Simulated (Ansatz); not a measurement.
**Eu: relaxation of cell and atoms**

These are results of Ansatz 0.2.0, DFT, PBE, PAW with Ansatz's default frozen-core files, scalar-relativistic, not measurements.

Command: `ansatz run input.yaml --threads 1 --pin off --max-ram 3072MiB --backend cpu --events-out ev --progress --plain --runs-dir out` The run took 23 s on 1 thread of Arm Neoverse V2, with other jobs on the host.

```yaml
crystal:
  lattice:
    - [3.2195088072, 0.0, 0.0]
    - [0.0, 3.2195088072, 0.0]
    - [0.0, 0.0, 3.2195088072]
  atoms:
    - { symbol: Eu, position: [0.0, 0.0, 0.0], spin: 7.0 }
magnetization:
  spin_polarized: true
kpoints:
  mp_grid: { grid: [11, 11, 11] }
scf:
  occupations: { method: fermi_dirac, width: 0.05 }
hamiltonian:
  xc: pbe
  pseudopotentials: { kind: paw }
output:
  forces: true
  stress: true
relax:
  f_tol: 0.005
  max_steps: 80
  cell: {}
```

Where the f shell is localised, expect the real compound to differ from this run without U.

No spin–orbit coupling, which matters for the heavy atoms here.

The run is spin-polarised from parallel moments and ends with 7.18 μB in the cell; other orders may lie lower.

The cell is built from the sc type as a first guess.

The cutoff is 420 eV; energies and pressures of the walk include the program's estimate of the Pulay term.

Each frame lists the cell vectors (Å), then Cartesian positions (Å); symmetry keeps all forces zero. Free energies count from the first step, -8765.9713 eV.

The walk took 7 evaluations in all; steps that aren't listed are left out.

Step 1: E = 0.0 meV, P = 3.99 GPa

```
cell 3.2195 0.0000 0.0000 0.0000 3.2195 0.0000 0.0000 0.0000 3.2195
Eu    0.0000    0.0000    0.0000
```

Step 2: E = -63.4 meV, P = 1.81 GPa

```
cell 3.3351 0.0000 0.0000 0.0000 3.3351 0.0000 0.0000 0.0000 3.3351
Eu    0.0000    0.0000    0.0000
```

Step 3: E = -88.1 meV, P = 0.46 GPa

```
cell 3.4454 0.0000 0.0000 0.0000 3.4454 0.0000 0.0000 0.0000 3.4454
Eu    0.0000    0.0000    0.0000
```

Step 4: E = -89.8 meV, P = 0.03 GPa

```
cell 3.4858 0.0000 0.0000 0.0000 3.4858 0.0000 0.0000 0.0000 3.4858
Eu    0.0000    0.0000    0.0000
```

Step 5: E = -92.9 meV, P = 0.07 GPa (the cell of the step before, solved again on a basis chosen afresh, hence the jump)

Question: How does the relaxation end?

Answer: It converges, with a = 3.493 Å, b = 3.493 Å, c = 3.493 Å, α = 90.00°, β = 90.00°, γ = 90.00° (conventional cell, space group Pm-3m). The last solve (on a basis chosen afresh for the final cell, so its energy is not quite comparable) gives E = -93.0 meV, P = 0.01 GPa:
```
cell 3.4930 0.0000 0.0000 0.0000 3.4930 0.0000 0.0000 0.0000 3.4930
Eu    0.0000    0.0000    0.0000
```
